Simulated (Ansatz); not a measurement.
The geometry is COD entry 9008835, unchecked; take it as a test cell. The listed cell was then made from it by scaling, straining or moving an atom.

An input for BP: DFT, LDA, all-electron PAW with datasets made for the crystal, scalar-relativistic (Ansatz 0.2.0).

Command: `ansatz run input.yaml --threads 1 --pin off --max-ram 3072MiB --backend cpu --events-out ev --progress --plain --runs-dir out` The run took 16 s on 1 thread of Arm Neoverse V2, with other jobs on the host, peak memory 0.53 GiB.

```yaml
crystal:
  lattice:
    - [0.0, 2.20093, 2.269]
    - [2.20093, 0.0, 2.269]
    - [2.20093, 2.20093, 0.0]
  atoms:
    - { symbol: B, position: [0.0, 0.0, 0.0] }
    - { symbol: P, position: [0.75, 0.75, 0.75] }
kpoints:
  mp_grid: { grid: [15, 15, 15] }
scf:
  occupations: { method: fermi_dirac, width: 0.05 }
hamiltonian:
  xc: lda
  pseudopotentials: { kind: all_electron, datasets: crystal }
output:
  forces: true
  stress: true
  eigenvalues: true
  efg: { contact_densities: true }
```

The results part of the log:

```
SCF 1 converged in 7 iterations: F = -9950.301463 eV  dr2 = 2.75e-8
  Residual-converged pass: ⟨swp⟩=3.4  Hψ=4755  notcnv=0  max |occ|·‖R‖ = 5.3e-6 eV (tolerance 5.3e-6 eV)  dr2=3.00e-8  dr2_onsite=1.45e-8  max |Δocc| = 7.7e-10
  greatest PAW one-centre occupation: 0.450 electrons in one spin orbital (limit 2), on the P atom at site 1 (counted from 0), in its partial waves of l = 0
SCF converged after 7 iterations
Free energy (F): -9950.301463 eV
Harris-Foulkes:  -9950.301463 eV  (|F-HF|=1.58e-8)
Internal energy: -9950.301463 eV  (E = F + TS)
E sigma→0 (E₀):  -9950.301463 eV
Entropy (-TS):   -0.000000 eV (-0.000 meV/atom)
Past the cutoff: the bands carry plane waves up to 1.75 times it, of which those up to 1.5 times it add -0.000407 eV an atom, each by itself; the spheres take 0.000186 eV an atom off the energy for waves past 1.75 times it
By the cutoff:   a pressure is off by up to 0.008 GPa (1.2 times the spheres' own share and the shells' term, over an atom's volume, and 0.004 GPa: a bound that held against runs at twice the plane waves)
Past the cutoffs: a stress includes 0.0029 GPa for waves and charges beyond them, in addition to the slope of what the spheres take
In the spheres:  the bands' charges fall short by 4.2e-6 e at most (sound up to 1e-3), those of shells solved beside the bands by 1.0e-8 e (sound up to 5e-4)
Fermi energy:    11.431302 eV
--- Per-component energies (eV) ---
  The terms above E_closure are by the made datasets' own strengths, without shells solved beside the bands.
--- Forces (eV/Å), atoms counted from 1 ---
  atom   1  B     -0.00000000     0.00000000     0.00000000
  atom   2  P      0.00000000     0.00000000     0.00000000
  max |Σ_I F_I| component: 1.39e-16 eV/Å
--- Stress (GPa, compression-positive) ---
        8.363653       0.000000       0.000000
        0.000000       8.363653       0.000000
        0.000000       0.000000      -0.548956
  P = ⅓ Tr σ = 5.3928 GPa (53.928 kbar)
  It holds what live shells' own plane waves past their cutoff add
--- PAW observables at the nuclei: V_zz in 10²¹ V/m², potentials from the cell's mean, atoms counted from 1 ---
  atom   1  B  V_zz =    +0.041996   η = 0.0000   by run symmetry: allowed
            electrostatic potential = -325.358672 V   contact ρ = 475.396637 e/Å³
  atom   2  P  V_zz =    +0.153278   η = 0.0000   by run symmetry: allowed
            electrostatic potential = -1493.498019 V   contact ρ = 15887.876393 e/Å³
--- Band table (eV; the first three rows and the last of 288) ---
  k-point 0: bands = ["-5.0421", "10.6890", "11.0059", "11.0059", "14.3301", "14.3301"]
  k-point 1: bands = ["-4.9579", "10.1962", "10.6790", "10.8624", "14.5382", "14.5432"]
  k-point 2: bands = ["-4.7066", "8.7937", "10.2861", "10.5307", "14.8896", "15.0285"]
  k-point 287: bands = ["-0.0788", "1.9521", "6.4244", "6.8515", "12.4888", "13.1141"]
```
